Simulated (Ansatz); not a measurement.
Cu:

```xyz
1
Lattice="-1.4428 1.4428 1.3761 1.4428 -1.4428 1.3761 1.4428 1.4428 -1.3761" Properties=species:S:1:pos:R:3 pbc="T T T"
Cu    0.0000    0.0000    0.0000
```

This isn't the form of Cu at room conditions, which is fcc.

A run of Ansatz 0.2.0 on this cell left the log below. Logs are shortened: lines on timing, memory, paths and dates and some standing lists are left out, and cuts for length are marked.

```text
Warning: RAYON_NUM_THREADS=1 ignored (pool sized by the plan → 1); use --threads N
Cu: projections on atomic orbitals take those of the free atom 1s2 2s2 2p6 3s2 3p6 3d10 4s1, of charge +0.00 (hamiltonian.pseudopotentials.projection_atoms)
LAPW: plane waves up to 9.193 Å⁻¹, error target 1.0e-3 eV per atom; small_component_spin mean_spin; Cu in spheres of 1.231 Å, 19 of its electrons in bands, Dirac shells [] (how accurate: hamiltonian.pseudopotentials.lapw.basis_error, Limitations)
Engine: ansatz 0.2.0, aarch64-unknown-linux-gnu
Pseudopotentials: kind: all_electron
Pseudopotential: Cu, LAPW, valence charge 19, lapw/all_electron/scalar/gaussian/Cu, Koelling and Harmon's equation, gaussian nucleus
Functional definition: PBEsol
  exchange = pbesol_x
  correlation = pbesol_c
Crystal: 1 atoms, lattice volume = 11.458 Å³
Basis set: ecut = 321.98079635015347 eV, 141 PW (Γ), exchange–correlation at level 2
Bands: 14, of which v1, the nominal top of the filled ones, is band 10 counted from 1 (9 counted from 0)
Symmetry: 16 space group operations
Space group: I4/mmm (ITA 139), of the structure as read, at distance tolerance 2.3e-5 Å
k-points: 196 of 2197
Non-local potential: Cu, projectors of the file, none
Initial density: superposition of atomic densities (chi_scale 0.1, normalization cell)
Initial wavefunctions: plane waves of lowest kinetic energy (no species holds an atomic orbital)
Functional: x = pbesol(κ = 0.804, μ = 0.12345679012345678), c = pbesol(β = 0.046)
iter 1 solved again at ethr=1.01e-3 eV; its pass at ethr=1.00e-1 eV (dr2=1.91e-1 eV) is discarded
SCF iter   1: F=—  HF=-44998.844918 eV  |F-HF|=—  |Δ(HF+E_count)|=         —  Δρ=5.73e-2  dr2=1.92e-1  ethr=1.01e-3  ⟨swp⟩=2.2  Hψ=19296  notcnv=0
preconditioner: auto → none  [metal: Δε(μ)=0.017 eV  Ē_g=16.389 eV  σ=0.050 eV  W_gap=0.09  n_scr=0 (ndim 8)  ℏωp=36.4 eV  f_vac=0.000  D(μ)=0.64/eV (n_scr^D=12)]
SCF iter   2: F=—  HF=-44999.645068 eV  |F-HF|=—  |Δ(HF+E_count)|=   8.00e-1  Δρ=3.47e-2  dr2=7.13e-2  ethr=1.01e-3  ⟨swp⟩=3.0  Hψ=9123  notcnv=0
iter 3 solved again at ethr=1.18e-6 eV; its pass at ethr=3.75e-4 eV (dr2=2.24e-4 eV) is discarded
SCF iter   3: F=—  HF=-44997.946824 eV  |F-HF|=—  |Δ(HF+E_count)|=    1.70e0  Δρ=1.92e-3  dr2=2.23e-4  ethr=1.18e-6  ⟨swp⟩=2.8  Hψ=14340  notcnv=0
SCF iter   4: F=—  HF=-44997.871811 eV  |F-HF|=—  |Δ(HF+E_count)|=   7.50e-2  Δρ=5.68e-3  dr2=1.85e-3  ethr=1.17e-6  ⟨swp⟩=3.0  Hψ=8905  notcnv=0
SCF iter   5: F=—  HF=-44997.864981 eV  |F-HF|=—  |Δ(HF+E_count)|=   6.83e-3  Δρ=8.35e-4  dr2=3.88e-5  ethr=1.17e-6  ⟨swp⟩=2.9  Hψ=7964  notcnv=0
SCF iter   6: F=—  HF=-44997.864868 eV  |F-HF|=—  |Δ(HF+E_count)|=   1.13e-4  Δρ=2.34e-5  dr2=2.19e-8  ethr=2.04e-7  ⟨swp⟩=2.0  Hψ=7352  notcnv=0
SCF iter   7: F=-44997.864868 eV  HF=-44997.864868 eV  |F-HF|=1.77e-9  |Δ(HF+E_count)|=   2.45e-8  Δρ=2.05e-6  dr2=2.75e-10  ethr=1.15e-10  ⟨swp⟩=3.0  Hψ=8266  notcnv=0
SCF 1 converged in 7 iterations: F = -44997.864868 eV  dr2 = 2.75e-10
the search or the solves at the SCF's close seem to have found levels that the self-consistency loop had missed (the run counts 1). By its estimate they hold under 1e-12 electrons; where the run keeps them, the occupations were computed again with them
SCF converged after 7 iterations
Free energy (F): -44997.864868 eV
Harris-Foulkes:  -44997.864868 eV  (|F-HF|=1.77e-9)
Internal energy: -44997.862275 eV  (E = F + TS)
E sigma→0 (E₀):  -44997.863571 eV
Entropy (-TS):   -0.002593 eV (-2.593 meV/atom)
Fermi energy:    17.020601 eV
--- Per-component energies (eV) ---
  E_band       = -353.280102
  E_kinetic    = 45766.023410
  E_xc         = -1803.538540
  E_electrostatic = -88960.347144  (all electrons and nuclei)
  E_smearing   = -0.002593  (= −TS)
  E_closure    = 0.000000  (closes the sum)
  E_atoms      = -44993.559851  (free atoms, spherical and without spin; not in F)
  Σ components = -44997.864868   (vs F -44997.864868, Δ=0.00e0)
  Basis errors (estimates in eV, not in F): energy 2.4e-4 per atom: plane waves 2.3e-4 (1.2e-4 summed), levels above the bands 5.6e-150, relativity 1.1e-8, radial functions 9.4e-6, core shells 5.0e-11; eigenvalues (radial functions only) 2.7e-5; not estimated: angular momenta, meshes, grids; target (lapw.basis_error) 1.0e-3; muffin-tin radii Cu 1.231 Å
--- Forces (eV/Å), atoms counted from 1 ---
  atom   1  Cu     0.00000000     0.00000000    -0.00000000
  max |Σ_I F_I| component: 1.97e-31 eV/Å
--- Stress (GPa, compression-positive) ---
       -1.372084       0.000000       0.000000
        0.000000      -1.372084      -0.000000
        0.000000      -0.000000      -1.381261
  P = ⅓ Tr σ = -1.3751 GPa (-13.751 kbar)
--- Band table (eV; the first three rows and the last of 196) ---
  k-point 0: bands = ["-95.2410", "-52.6986", "-52.6958", "-52.6958", "7.4089", "13.7807", "13.9811", "13.9811", "14.8724", "15.0831", "41.9336", "41.9336", "43.1847", "45.9174"]
  k-point 1: bands = ["-95.2400", "-52.7031", "-52.7010", "-52.6956", "7.6345", "13.7838", "13.9417", "14.0697", "14.8284", "15.0787", "39.3282", "41.7513", "42.6510", "44.2553"]
  k-point 2: bands = ["-95.2372", "-52.7234", "-52.7076", "-52.6950", "8.2953", "13.7777", "13.8335", "14.3217", "14.7375", "15.0680", "35.2422", "40.4268", "41.6920", "42.0610"]
  k-point 195: bands = ["-95.2091", "-52.7944", "-52.7936", "-52.7847", "12.2875", "12.3386", "15.5089", "15.5433", "15.5443", "23.8054", "24.9166", "26.7476", "30.7367", "31.6760"]
--- Löwdin populations: 1 site ---
  site symbol       q [e]
     0     Cu     28.8361
  spilling = 0.005651 (of n_electrons = 29.000000)
```

Question: What input gives this log?

Answer: Single point with PBEsol, no spin polarisation. The files as run (others can give the same):

input.yaml
```yaml
crystal:
  lattice:
    - [-1.44279332, 1.44279332, 1.37608145]
    - [1.44279332, -1.44279332, 1.37608145]
    - [1.44279332, 1.44279332, -1.37608145]
  atoms:
    - { symbol: Cu, position: [0.0, 0.0, 0.0] }
kpoints:
  mp_grid: { grid: [13, 13, 13] }
scf:
  occupations: { method: fermi_dirac, width: 0.05 }
hamiltonian:
  xc: pbesol
  pseudopotentials: { kind: all_electron, lapw: { basis_error: 0.001 } }
output:
  forces: true
  stress: true
  eigenvalues: true
  populations: true
```

Potentials or basis: all-electron LAPW, scalar-relativistic.
Command:
```sh
$ ansatz run input.yaml --threads 1 --pin off --max-ram 3072MiB --backend cpu --events-out ev --progress --plain --runs-dir out
```
